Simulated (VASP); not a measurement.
Output of a VASP run:

**OSZICAR**
```
       N       E                     dE             d eps       ncg     rms          rms(c)
DAV:   1     0.880325450908E+02    0.88033E+02   -0.69189E+03  1298   0.117E+03
DAV:   2     0.109029577550E+01   -0.86942E+02   -0.81606E+02  1427   0.259E+02
DAV:   3    -0.632775655600E+01   -0.74181E+01   -0.73735E+01  1555   0.766E+01
DAV:   4    -0.647266667026E+01   -0.14491E+00   -0.14478E+00  1495   0.117E+01
DAV:   5    -0.647459179157E+01   -0.19251E-02   -0.19251E-02  1519   0.130E+00    0.157E+00
DAV:   6    -0.637532671263E+01    0.99265E-01   -0.15497E-01  1538   0.332E+00    0.925E-01
DAV:   7    -0.636345897548E+01    0.11868E-01   -0.68448E-02  1708   0.200E+00    0.497E-01
DAV:   8    -0.636531442405E+01   -0.18554E-02   -0.43442E-03  1415   0.765E-01    0.103E-01
DAV:   9    -0.636527598176E+01    0.38442E-04   -0.93251E-05  1532   0.112E-01    0.455E-02
DAV:  10    -0.636529879375E+01   -0.22812E-04   -0.46493E-05  1400   0.748E-02    0.569E-03
DAV:  11    -0.636529818228E+01    0.61147E-06   -0.46848E-06  1490   0.270E-02    0.812E-04
DAV:  12    -0.636529822991E+01   -0.47624E-07   -0.17442E-07  1472   0.391E-03
   1 F= -.63652982E+01 E0= -.63652982E+01  d E =-.675754E-12
```

### OUTCAR
```
------------------------ aborting loop because EDIFF is reached ----------------------------------------
  FORCE on cell =-STRESS in cart. coord.  units (eV):
  Direction    XX          YY          ZZ          XY          YZ          ZX
  --------------------------------------------------------------------------------------
  Total        0.4313803      0.4313803      0.1504688      0.0000000      0.0000000     -0.0000000
  in kB       13.8730544     13.8730544      4.8390304      0.0000000      0.0000000     -0.0000000
  external PRESSURE =      10.8617131 kB  Pullay stress =       0.0000000 kB
  volume of cell :       49.82
      direct lattice vectors                 reciprocal lattice vectors
     0.000000000  2.900892378  2.960094263    -0.172360755  0.172360755  0.168913540
     2.900892378  0.000000000  2.960094263     0.172360755 -0.172360755  0.168913540
     2.900892378  2.900892378  0.000000000     0.172360755  0.172360755 -0.168913540
 POSITION                                       TOTAL-FORCE (eV/Angst)
 -----------------------------------------------------------------------------------
      0.00000      0.00000      0.00000         0.000000     -0.000000      0.000000
      2.90089      2.90089      2.96009        -0.000000      0.000000     -0.000000
 -----------------------------------------------------------------------------------
    total drift:                               -0.000000      0.000000      0.000000
  FREE ENERGIE OF THE ION-ELECTRON SYSTEM (eV)
  ---------------------------------------------------
  free  energy   TOTEN  =        -6.3652982299 eV

  energy  without entropy=       -6.3652982299  energy(sigma->0) =       -6.36529823
```
(Selected blocks of OUTCAR.)

**POSCAR**
```
NaBr
1
    0.0000000000     2.9008923776     2.9600942629
    2.9008923776     0.0000000000     2.9600942629
    2.9008923776     2.9008923776     0.0000000000
Na Br
1 1
Direct
  0.0000000000   0.0000000000   0.0000000000
  0.5000000000   0.5000000000   0.5000000000
```

Task: Reconstruct the remaining input files.

Result: This is not unique; one that fits is the input of the run itself, PBEsol GGA, plane waves, VASP's PBE PAW potentials (set 64).

### INCAR
```
! general
SYSTEM  = NaBr
PREC    = Accurate
ENCUT   = 480
LREAL   = .False.
LASPH   = .True.

! electronic loop
EDIFF   = 1E-7
NELM    = 100
ALGO    = Normal
LMAXMIX = 4

! smearing
ISMEAR  = 0
SIGMA   = 0.05

! functional
GGA     = PS

! ions
ISIF    = 2

! output
LWAVE   = .False.
LCHARG  = .False.
```

KPOINTS:
```
Automatic mesh
0
Gamma
8 8 8
0 0 0
```

POTCAR, in this order: Na_pv Br (PBE.64 set). Program: vasp_std.

The compound is NaBr in the rock salt structure. This cell was strained or had an atom moved on purpose.
